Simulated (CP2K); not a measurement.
Bi2Te2Se: equation of state with PBEsol

The system is Bi2Te2Se.

```xyz
5
Lattice="10.8757 0.0000 0.0000 10.0169 4.2358 0.0000 10.0169 2.0308 3.7172" Properties=species:S:1:pos:R:3 pbc="T T T"
Bi   12.1079    2.4548    1.4561
Bi   18.8016    3.8118    2.2611
Te   24.1220    4.8905    2.9009
Te    6.7876    1.3761    0.8163
Se    0.0000    0.0000    0.0000
```

The cell is a database's computed one.

```json
{
  "Program": "CP2K 2026.2",
  "Task": "equation of state",
  "Functional": "PBEsol",
  "Potentials or basis": "POTENTIAL_UZH Bi GTH-PBE-q5, Te GTH-PBE-q6, Se GTH-PBE-q6; TZVP-MOLOPT-PBE-GTH basis",
  "Density cutoff": "6123 eV",
  "k mesh": "7 × 7 × 7",
  "Occupations": "fermi-dirac, width 0.05 eV",
  "Spin": "no spin polarisation"
}
```

```
Equilibrium volume                        : 34.39 Å³/atom
Bulk modulus at fixed shape and positions : 51 GPa
Pressure derivative of the bulk modulus   : 4.5
```

Energy against volume, from the lowest point:
```
volume (Å³/atom)  energy (meV/atom)
          32.193              24.90
          32.878              11.30
          33.563               3.18
          34.248               0.00
          34.933               1.23
          35.618               6.41
          36.303              15.14
```

All runs of the series together: 7.3 min on 4 threads of Arm Neoverse V2, on a shared host.

Caveat: with these potentials and basis sets, volumes of gold and of layered tellurides can stand 1.5 % and more from those of plane-wave programs; the cell was scaled at fixed shape and fractional positions, which overstates the stiffness of a crystal with free parameters, most of all of layers and chains; the potentials were made for another functional, which shifts forces and pressure; the basis of atomic orbitals isn't converged, which shifts pressures, moduli and gaps.
